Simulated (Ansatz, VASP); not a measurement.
One calculation of Hf, two programs

INCAR

```
  PREC = Accurate
  ENCUT = 520
  EDIFF = 1E-6
  ISMEAR = -1
  SIGMA = 0.05
  LREAL = False
  LASPH = True
  NELM = 100
  ALGO = Normal
  ISIF = 2
  LWAVE = False
  LCHARG = True
  GGA = PE
  LELF = True
  LVHAR = True
  NBANDS = 17
```

Contents of KPOINTS:

```
regular mesh
0
Gamma
  10 10 5
```

POSCAR

```
Hf
1.0
    3.2387666662      0.0000000000      0.0000000000
   -1.6193833331      2.8048542099      0.0000000000
    0.0000000000      0.0000000000      5.1243576326
Hf
2
Direct
    0.6666666667      0.3333333333      0.7500000000
    0.3333333333      0.6666666667      0.2500000000
```

File input.yaml:

```yaml
crystal:
  lattice:
    - [3.2387666662, 0.0, 0.0]
    - [-1.6193833331, 2.8048542099, 0.0]
    - [0.0, 0.0, 5.1243576326]
  atoms:
    - { symbol: Hf, position: [0.6666666667, 0.3333333333, 0.75] }
    - { symbol: Hf, position: [0.3333333333, 0.6666666667, 0.25] }
kpoints:
  mp_grid: { grid: [10, 10, 5] }
scf:
  occupations: { method: fermi_dirac, width: 0.05 }
hamiltonian:
  xc: pbe
  pseudopotentials: { kind: all_electron, lapw: { basis_error: 0.0005 } }
output:
  forces: true
  stress: true
  eigenvalues: true
```

Change from the starting cell: volume scaled by 1.04.

Alike in both runs: task single point; functional PBE; k mesh 10 × 10 × 5; occupations fermi-dirac, width 0.05 eV; no spin polarisation.

|  | VASP | Ansatz |
| --- | --- | --- |
| version | VASP 6.6.1 | Ansatz 0.2.0 |
| potentials or method | VASP PAW PBE potentials, release 64 (Hf_pv) | all-electron LAPW, scalar-relativistic |
| plane-wave cutoff (eV) | 520 | see its input |

|  | VASP | Ansatz | Ansatz less VASP |
| --- | --- | --- | --- |
| gap on the k mesh at the Fermi level (eV) | none | none | - |
| pressure (GPa) | -3.8 | -3.4 | +0.44 |
| largest component of the traceless stress (GPa) | 0.42 | 0.36 | -0.057 |

A gap of «none» marks a metal or a gap that the smearing closes. Ansatz ran all-electron here, so the differences hold the error of VASP's frozen core and of both bases.

The runs have no spin-orbit coupling, so splittings on Hf are missing.
